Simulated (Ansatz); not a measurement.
# MgTe: the cost of one run

Method: DFT LDA, scalar-relativistic, plane waves, PAW, in Ansatz 0.2.0.

## (1) The starting structure

Symmetry: P6_3mc, No. 186, hexagonal system. Conventional cell: a = 4.540 Å, b = 4.540 Å, c = 7.395 Å, α = 90.00°, β = 90.00°, γ = 120.00°. Around Mg (site symmetry 3m) lie 4 Te at 2.74 to 2.79 Å. Around Te (site symmetry 3m) lie 4 Mg at 2.74 to 2.79 Å.

Coordinates:

```xyz
4
Lattice="4.5400 0.0000 0.0000 -2.2700 3.9318 0.0000 0.0000 0.0000 7.3950" Properties=species:S:1:pos:R:3 pbc="T T T"
Mg    0.0000    2.6212    0.0000
Mg    2.2700    1.3106    3.6975
Te    0.0000    2.6212    2.7361
Te    2.2700    1.3106    6.4336
```

The structure comes from the Crystallography Open Database.

(A quick probe on a coarse mesh, which set the mesh and smearing, is not shown.)

## (3) Full relaxation

File input.yaml:

```yaml
crystal:
  lattice:
    - [4.5400020208, 0.0, 0.0]
    - [-2.2700010104, 3.9317570832, 0.0]
    - [0.0, 0.0, 7.395]
  atoms:
    - { symbol: Mg, position: [0.3333333333, 0.6666666667, 0.0] }
    - { symbol: Mg, position: [0.6666666667, 0.3333333333, 0.5] }
    - { symbol: Te, position: [0.3333333333, 0.6666666667, 0.37] }
    - { symbol: Te, position: [0.6666666667, 0.3333333333, 0.87] }
basis:
  ecutwfc: 520.0
kpoints:
  mp_grid: { grid: [9, 9, 4] }
hamiltonian:
  xc: lda
  pseudopotentials: { kind: paw }
scf:
  occupations: { method: gaussian, width: 0.02 }
output:
  forces: true
  stress: true
  eigenvalues: true
  write_density: true
  write_potential: true
  elf: true
  volumetric_format: npy
relax:
  adjacent_minimum: "off"
  f_tol: 0.005
  max_steps: 80
  cell: { stress_tol: 0.05 }
```

Started as:

```console
ansatz run input.yaml --threads 1 --pin off --max-ram 2048MiB --backend cpu --events-out ev --progress --plain --runs-dir out
```

Q: Estimate wall time and peak memory on 1 thread of Arm Neoverse N1, shared host.

About 2.2 min, with a peak of 0.45 GiB.
